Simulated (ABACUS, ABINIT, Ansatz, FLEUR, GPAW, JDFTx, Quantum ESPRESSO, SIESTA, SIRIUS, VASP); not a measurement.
# Ge: 11 runs at one level of theory

```
Ge
1.0
     0.00000    2.82891    2.82891
     2.82891    0.00000    2.82891
     2.82891    2.82891    0.00000
Ge
2
Direct
  0.76097 0.73326 0.75334
  0.49345 0.48940 0.51015
```

Atoms were shifted at random by some hundredths of an Å from the given cell, which wasn't relaxed again for these runs.

Alike in all runs: task single point; functional PBE; k mesh 8 × 8 × 8; occupations fermi-dirac, width 0.05 eV; no spin polarisation; no spin-orbit coupling. A missing gap at this level doesn't show that the real crystal is a metal. Pressure is positive in compression and, in plane waves, holds the error of the finite cutoff, which Ansatz's Pulay term estimates and takes out.

```
                                                                                   program and potentials  plane-wave cutoff (eV)                                                                      notes  band gap (eV)  pressure (GPa)  largest force (eV/Å)  energy over the undisturbed cell (meV/atom)
                                                               GPAW, GPAW PAW data sets (gpaw-data 1.2.1)                     600                                     4 valence electrons an atom on average         no gap            4.06                 0.735                                        10.29
                                                           Ansatz, all-electron LAPW, scalar-relativistic                       -                                                                          -         no gap            3.78                 0.709                                            -
                                              SIRIUS, PseudoDojo 0.4.1 PBE standard (scalar relativistic)                    1078                                    14 valence electrons an atom on average         no gap            3.89                 0.712                                            -
                                                                                 ABINIT, JTH PAW PBE v2.0                     599                                    14 valence electrons an atom on average         no gap            3.31                 0.711                                         9.88
                                                                               FLEUR, all-electron, FLAPW                       -                                                                          -         no gap               -                 0.709                                            -
                                                                    JDFTx, PseudoDojo-SR-PBE-0.5-standard                    1061                                    14 valence electrons an atom on average         no gap            3.87                 0.712                                         9.95
                                                 ABACUS, PseudoDojo NC SR 0.4.1 PBE standard, plane waves                    1075                                    14 valence electrons an atom on average         no gap            3.90                 0.712                                         9.94
                                                                    Ansatz, Ansatz PAW (earlier soft set)                     420  14 valence electrons an atom on average; Pulay term of +0.03 GPa included         no gap            3.80                 0.709                                         9.88
SIESTA, files PseudoDojo sr-pbe-0.4.1-standard, DZP (energy shift 0.003 Ry; two zetas on semicore shells)                       -                      atomic basis; 14 valence electrons an atom on average         no gap            5.27                 0.754                                        10.07
                                                                         VASP, PBE PAW files Ge_d, 520 eV                     520                                    14 valence electrons an atom on average         no gap            3.73                 0.708                                            -
                                                                Quantum ESPRESSO, SSSP 1.3 efficiency PBE                     748                                    14 valence electrons an atom on average         no gap            3.70                 0.709                                         9.89
```

Force on atom 1 (Ge), eV/Å:

```tsv
program and potentials	x	y	z
GPAW, GPAW PAW data sets (gpaw-data 1.2.1)	0.461	-0.395	-0.414
Ansatz, all-electron LAPW, scalar-relativistic	0.445	-0.380	-0.399
SIRIUS, PseudoDojo 0.4.1 PBE standard (scalar relativistic)	0.447	-0.382	-0.402
ABINIT, JTH PAW PBE v2.0	0.446	-0.381	-0.401
FLEUR, all-electron, FLAPW	0.445	-0.381	-0.400
JDFTx, PseudoDojo-SR-PBE-0.5-standard	0.447	-0.382	-0.401
ABACUS, PseudoDojo NC SR 0.4.1 PBE standard, plane waves	0.447	-0.382	-0.402
Ansatz, Ansatz PAW (earlier soft set)	0.445	-0.380	-0.399
SIESTA, files PseudoDojo sr-pbe-0.4.1-standard, DZP (energy shift 0.003 Ry; two zetas on semicore shells)	0.477	-0.402	-0.424
VASP, PBE PAW files Ge_d, 520 eV	0.445	-0.380	-0.399
Quantum ESPRESSO, SSSP 1.3 efficiency PBE	0.445	-0.381	-0.400
```

None finds a gap. The pressure spans 3.31 (ABINIT, JTH PAW PBE v2.0) to 5.27 GPa (SIESTA, files PseudoDojo sr-pbe-0.4.1-standard, DZP (energy shift 0.003 Ry; two zetas on semicore shells)), with all-electron results at 3.78. Rows in atomic bases carry the error of their basis and grid, which can be large.

The functional is the same throughout but for its coding, so the spread measures potentials, basis and numerics; runs on potential files found faulty are left out.
